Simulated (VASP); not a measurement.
A run of VASP 6.6.1 is set up as follows.

The input INCAR:

```
  PREC = Accurate
  ENCUT = 520
  EDIFF = 1E-6
  ISMEAR = 0
  SIGMA = 0.15
  LREAL = F
  LASPH = T
  NELM = 100
  ALGO = Fast
  ISIF = 2
  LWAVE = F
  LCHARG = F
  GGA = PS
  NBANDS = 12
```

File KPOINTS:

```
regular mesh
0
Gamma
  20 20 20
```

File POSCAR:

```
Zn
1.0
    0.0098238800      1.9647760000      1.9647760000
    1.9745998800      0.0000000000      1.9745998800
    1.9647760000      1.9647760000      0.0098238800
Zn
1
Direct
    0.0000000000      0.0000000000      0.0000000000
```

Potentials or basis: VASP PAW PBE potentials, release 64 (Zn).

Command:

```sh
$ cat potpaw_PBE.64/Zn/POTCAR > POTCAR
$ mpirun -np 1 vasp_std > vasp.out
```

(1) What does it give for the pressure?

(2) Predict the band gap on the k mesh.

## Answers

(1) -4.7 GPa.

(2) none (metal or under the smearing width).

Caveat: the PAW data sets were made with another functional, which shifts forces and pressure a little.
